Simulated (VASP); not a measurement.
# BN: molecular dynamics at constant energy

BN, P6_3mc (no. 186), 8 atoms in the cell. PBE, molecular dynamics; PAW potentials N, B (PBE set).

Ensemble: NVE; Starting temperature (K): 1000.

## Input

INCAR:
```
SYSTEM = BN
ALGO = Normal ; EDIFF = 1E-6
ENCUT = 400 ; GGA = PE
IBRION = 0 ; ISIF = 2
ISMEAR = 0 ; ISYM = 0
KPAR = 2 ; LASPH = .True.
LCHARG = .False. ; LREAL = Auto
LWAVE = .False. ; MDALGO = 2
NELM = 60 ; NELMIN = 4
NSW = 60 ; POTIM = 1.0
PREC = Normal ; RANDOM_SEED = 702445 0 0
SIGMA = 0.05 ; SMASS = -3
TEBEG = 1000
```

KPOINTS:
```
k-points
0
Gamma
  4 2 3
```

POSCAR:
```
BN
1.0
    2.5539396017      0.0000000000      0.0000000000
    0.0000000000      4.4235531496      0.0000000000
    0.0000000000      0.0000000000      4.2268550000
N B
4 4
Direct
    0.0000000000      0.3333333334      0.1252760000
    0.4999999999      0.8333333334      0.1252760000
    0.5000000000      0.1666666666      0.6252760000
    0.0000000001      0.6666666666      0.6252760000
    0.0000000000      0.3333333334      0.4997240000
    0.4999999999      0.8333333334      0.4997240000
    0.5000000000      0.1666666666      0.9997240000
    0.0000000001      0.6666666666      0.9997240000
```

Commands:
```
cat potpaw_PBE.64/N/POTCAR potpaw_PBE.64/B/POTCAR > POTCAR
mpirun -np 2 vasp_std > vasp.out
```

## Result

- Rise of the mean potential energy above the start (meV/atom): 58.0
- Mean temperature (K): 491
- Standard error of the mean temperature (K): 22
- Relative fluctuation of the kinetic energy: 0.393
- Canonical value of that fluctuation: 0.309
- Electronic steps per ionic step after the first: 4.2

Course of the run:

| Time (fs) | Temperature (K) | Potential energy less the first (meV/atom) |
|---|---|---|
| 1 | 1000 | 0.0 |
| 6 | 452 | 62.5 |
| 10 | 149 | 97.0 |
| 15 | 567 | 49.2 |
| 19 | 639 | 41.0 |
| 24 | 261 | 84.1 |
| 28 | 324 | 77.0 |
| 33 | 768 | 26.4 |
| 37 | 678 | 36.8 |
| 42 | 435 | 64.5 |
| 46 | 514 | 55.3 |
| 51 | 455 | 62.1 |
| 55 | 343 | 74.8 |
| 60 | 438 | 64.0 |

The mean temperature lies below the starting 1000 K, since the atoms start on their sites and part of their kinetic energy turns into potential energy.

REPORT:
```
MDALGO =   2
               SCALING =       0
                 CNEXP =     9.000   14.000
           RANDOM_SEED =            702445                0                0

   original number of atomic DOF:         21
   number of independent constraints:      0
   number of active DOF:                  21

========================================
         MD step No.       1
========================================

  Atomic velocities initialized by STEP_tb

  >Energies
                    E_tot             E_pot             E_kin               EPS                ES
   e_b>   -0.68694981E+02   -0.69599492E+02    0.90451129E+00    0.00000000E+00    0.00000000E+00

  >Temperature
               T_sim     T_inst
   tmprt>   1000.000    999.653

  >Thermostat:
           s(n+1) sdot(n+1)      s(n)   sdot(n)        Qs
   s_b>   0.00000   0.00000   0.00000   0.00000  -3.00000

           RANDOM_SEED =            702445               48                0

[... steps left out ...]

========================================
         MD step No.      60
========================================

  >Energies
                    E_tot             E_pot             E_kin               EPS                ES
   e_b>   -0.68691459E+02   -0.69087890E+02    0.39643116E+00    0.00000000E+00    0.00000000E+00

  >Temperature
               T_sim     T_inst
   tmprt>   1000.000    438.130

  >Thermostat:
           s(n+1) sdot(n+1)      s(n)   sdot(n)        Qs
   s_b>   0.00000   0.00000   0.00000   0.00000  -3.00000

           RANDOM_SEED =            702445               48                0
```

OSZICAR:
```
N       E                     dE             d eps       ncg     rms          rms(c)
DAV:   1     0.951284683554E+02    0.95128E+02   -0.14993E+04   588   0.121E+03
DAV:   2    -0.689850429051E+02   -0.16411E+03   -0.15811E+03   828   0.265E+02
DAV:   3    -0.733726666339E+02   -0.43876E+01   -0.43742E+01   728   0.470E+01
DAV:   4    -0.734040096912E+02   -0.31343E-01   -0.31317E-01   731   0.431E+00
DAV:   5    -0.734044247165E+02   -0.41503E-03   -0.41498E-03   728   0.468E-01    0.133E+01
DAV:   6    -0.699324638420E+02    0.34720E+01   -0.10892E+01   678   0.197E+01    0.655E+00
DAV:   7    -0.696580741273E+02    0.27439E+00   -0.44315E-01   728   0.472E+00    0.394E+00
DAV:   8    -0.696005270807E+02    0.57547E-01   -0.15653E-01   678   0.282E+00    0.305E-01
DAV:   9    -0.695990101889E+02    0.15169E-02   -0.43248E-03   718   0.458E-01    0.166E-01
DAV:  10    -0.695994849945E+02   -0.47481E-03   -0.10255E-03   747   0.231E-01    0.418E-02
DAV:  11    -0.695994868555E+02   -0.18609E-05   -0.20026E-04   723   0.870E-02    0.178E-02
DAV:  12    -0.695994918078E+02   -0.49523E-05   -0.19985E-05   728   0.338E-02    0.417E-03
[... left out ...]
     58 T=   371. E= -.68691023E+02 F= -.69027138E+02 E0= -.69027138E+02  EK= 0.33611E+00 SP= 0.00E+00 SK= 0.00E+00
     59 T=   402. E= -.68691224E+02 F= -.69054886E+02 E0= -.69054886E+02  EK= 0.36366E+00 SP= 0.00E+00 SK= 0.00E+00
[... last step whole ...]
       N       E                     dE             d eps       ncg     rms          rms(c)
DAV:   1    -0.690878554424E+02   -0.32969E-01   -0.18790E-04  1000   0.196E+00    0.115E-02
DAV:   2    -0.690878913150E+02   -0.35873E-04   -0.37362E-04   723   0.161E-01    0.821E-03
DAV:   3    -0.690878908947E+02    0.42033E-06   -0.26158E-06   616   0.124E-02    0.598E-03
DAV:   4    -0.690878903946E+02    0.50004E-06   -0.94121E-07   499   0.821E-03
     60 T=   438. E= -.68691459E+02 F= -.69087890E+02 E0= -.69087890E+02  EK= 0.39643E+00 SP= 0.00E+00 SK= 0.00E+00
```

Limits: 60 fs of 8 atoms are too short for converged averages; the cell is only 2.6 Å across, so each atom moves in step with near copies of itself.

VASP 6.6.1 took 199 s on 2 cores (AMD EPYC 7R43 (Zen 3)), a shared host.
